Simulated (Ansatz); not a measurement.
# Ta: the cost of one run

Computed with Ansatz 0.2.0 (DFT PBE, scalar-relativistic, plane waves, PAW, unless a step's input says otherwise).

1 further run of the same task is left out (set aside as unsound or not needed).

**1. Starting point**

It takes space group Fm-3m (No. 225, cubic). Conventional cell: a = 4.223 Å, b = 4.223 Å, c = 4.223 Å, α = 90.00°, β = 90.00°, γ = 90.00°. Ta (site symmetry m-3m) has 12 Ta at 2.99 Å as nearest neighbours.

Coordinates:

```
CELL_PARAMETERS angstrom
0.00000 2.11151 2.11151
2.11151 0.00000 2.11151
2.11151 2.11151 0.00000
ATOMIC_POSITIONS crystal
Ta 0.00000 0.00000 0.00000
```

This cell was relaxed beforehand with the same method: volume 18.83 Å³/atom, gap on the mesh none (metal).

**2. The slab**

Planes are indexed in the bulk's conventional cell (Fm-3m (No. 225)), a = 4.223 Å, b = 4.223 Å, c = 4.223 Å, α = 90.00°, β = 90.00°, γ = 90.00°.

A (111) slab, 4.9 Å thick as cut, with 16 Å of vacuum, in a 2×2 surface cell; its outer planes are Ta (top) and Ta (bottom).

The slab as cut. Its planes from the bottom up:

```csv
plane,atoms per cell,height over the lowest (Å)
1,Ta4,0.00
2,Ta4,2.44
3,Ta4,4.88
```

**3. Relaxing the clean slab**

Contents of input.yaml:

```yaml
crystal:
  lattice:
    - [5.9722511216, 0.0, 0.0]
    - [-2.9861255608, 5.1721211891, 0.0]
    - [0.0, 0.0, 20.8763226213]
  atoms:
    - { symbol: Ta, position: [0.3333333333, 0.1666666667, 0.3832092531] }
    - { symbol: Ta, position: [0.3333333333, 0.6666666667, 0.3832092531] }
    - { symbol: Ta, position: [0.8333333333, 0.1666666667, 0.3832092531] }
    - { symbol: Ta, position: [0.8333333333, 0.6666666667, 0.3832092531] }
    - { symbol: Ta, position: [0.6666666667, 0.3333333333, 0.5] }
    - { symbol: Ta, position: [0.6666666667, 0.8333333333, 0.5] }
    - { symbol: Ta, position: [0.1666666667, 0.3333333333, 0.5] }
    - { symbol: Ta, position: [0.1666666667, 0.8333333333, 0.5] }
    - { symbol: Ta, position: [0.0, 0.5, 0.6167907469] }
    - { symbol: Ta, position: [0.0, 0.0, 0.6167907469] }
    - { symbol: Ta, position: [0.5, 0.5, 0.6167907469] }
    - { symbol: Ta, position: [0.5, 0.0, 0.6167907469] }
basis:
  ecutwfc: 420
kpoints:
  mp_grid: { grid: [4, 4, 1] }
hamiltonian:
  xc: pbe
scf:
  occupations: { method: gaussian, width: 0.1 }
output:
  forces: true
  eigenvalues: true
relax:
  adjacent_minimum: "off"
  f_tol: 0.03
  max_steps: 70
  constraints: [{ sites: [0, 1, 2, 3] }]
efield:
  axis: 3
  dipole_correction: true
  ramp_width: 0.04
```

The run is started by

```sh
ansatz run input.yaml --threads 4 --pin off --max-ram 12288MiB --backend cpu --events-out ev --progress --plain --runs-dir out
```

**Question.** How long does this run take on 4 threads of Intel Xeon Platinum 8259CL at 2.50GHz (Skylake/Cascade Lake), shared host, and how much memory does it need?

About 8.8 s, with a peak of 1.2 GiB.
